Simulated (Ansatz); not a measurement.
**Si2Mo: the band gap up the ladder of functionals**

One table from this session's results is given with a row withheld; the runs are named, their logs left out.

Program: Ansatz 0.2.0. PAW datasets, plane waves. Computed at 0 K without zero-point motion; spin polarisation is off.

### Starting point

The cell was relaxed beforehand with r2SCAN.

Space group P6_222 (No. 180), hexagonal; conventional cell a = 4.584 Å, c = 6.577 Å, 13.30 Å³ an atom. Near Si stand 5 Si at 2.55–2.67 Å and 5 Mo at 2.57–2.67 Å; near Mo stand 10 Si at 2.57–2.67 Å.

The structure in full:

```xyz
9
Lattice="4.5840 0.0000 0.0000 -2.2920 3.9699 0.0000 0.0000 0.0000 6.5771" Properties=species:S:1:pos:R:3 pbc="T T T"
Si   -1.1653    3.3194    5.4809
Si    1.1267    0.6505    1.0962
Si    2.2920    2.6688    3.2885
Si    3.4573    0.6505    5.4809
Si    1.1653    3.3194    1.0962
Si    0.0000    1.3010    3.2885
Mo    2.2920    0.0000    3.2885
Mo   -1.1460    1.9849    1.0962
Mo    1.1460    1.9849    5.4809
```

Set-up of the first run:

Contents of input.yaml:

```yaml
crystal:
  lattice:
    - [4.5840216855, 0.0, 0.0]
    - [-2.2920108427, 3.9698792311, 0.0]
    - [0.0, 0.0, 6.5770742344]
  atoms:
    - { symbol: Si, position: [0.1638644045, 0.8361355955, 0.8333333333] }
    - { symbol: Si, position: [0.327728809, 0.1638644045, 0.1666666667] }
    - { symbol: Si, position: [0.8361355955, 0.672271191, 0.5] }
    - { symbol: Si, position: [0.8361355955, 0.1638644045, 0.8333333333] }
    - { symbol: Si, position: [0.672271191, 0.8361355955, 0.1666666667] }
    - { symbol: Si, position: [0.1638644045, 0.327728809, 0.5] }
    - { symbol: Mo, position: [0.5, 0.0, 0.5] }
    - { symbol: Mo, position: [0.0, 0.5, 0.1666666667] }
    - { symbol: Mo, position: [0.5, 0.5, 0.8333333333] }
kpoints:
  mp_grid: { grid: [6, 6, 4] }
  band_path:
    path:
      - [[0.0, 0.0, 0.0], [0.5, -2.476378565833e-18, 8.361051536565e-35], [0.3333333333333, 0.3333333333333, 1.672210307313e-34], [0.0, 0.0, 0.0], [0.0, 3.25414619221e-51, 0.5], [0.5, -2.476378565833e-18, 0.5], [0.3333333333333, 0.3333333333333, 0.5], [0.0, 3.25414619221e-51, 0.5]]
      - [[0.5, -2.476378565833e-18, 0.5], [0.5, -2.476378565833e-18, 8.361051536565e-35]]
      - [[0.3333333333333, 0.3333333333333, 0.5], [0.3333333333333, 0.3333333333333, 1.672210307313e-34]]
    npoints: 10
hamiltonian:
  xc: pbe
scf:
  occupations: { method: fermi_dirac, width: 0.02 }
  n_extra_bands: 6
output:
  forces: true
  stress: true
  eigenvalues: true
```

Launch:

```console
$ ansatz run input.yaml --threads 4 --pin off --max-ram 7372MiB --backend cpu --events-out ev --progress --plain --runs-dir out
```

Steps of the session up to this table: PBE band path; r2SCAN at the same geometry; HSE06; Single point with PBE+SOC; PBE0; LDA at the same geometry.

One table of the session follows, with a row left open; its other results are not shown here.

| level | gap (eV) |
| --- | --- |
| PBE | 0.05 |
| r2SCAN | 0.16 |
| HSE06 | 0.54 |
| PBE+SOC | 0.05 |
| PBE0 | 1.17 |
| LDA | ? |

Estimate the missing values for LDA.

**Answer.** gap (eV): 0.03. In the column «gap (eV)» it is the lowest.

Meshes: PBE 6×6×4, r2SCAN 6×6×4, HSE06 6×6×2, PBE+SOC 6×6×4, PBE0 6×6×2, LDA 6×6×4

The gap runs from 0.03 eV (LDA) to 1.17 eV (PBE0). Against HSE06, PBE is short by 0.49 eV, at 10 % of it, and r2SCAN 29 %. PBE0 lies 0.63 eV above HSE06, which differs from it by screening the long-range exchange.

To keep in mind: Warnings in the runs' records: stress scf threshold loose, stress exchange threshold loose.
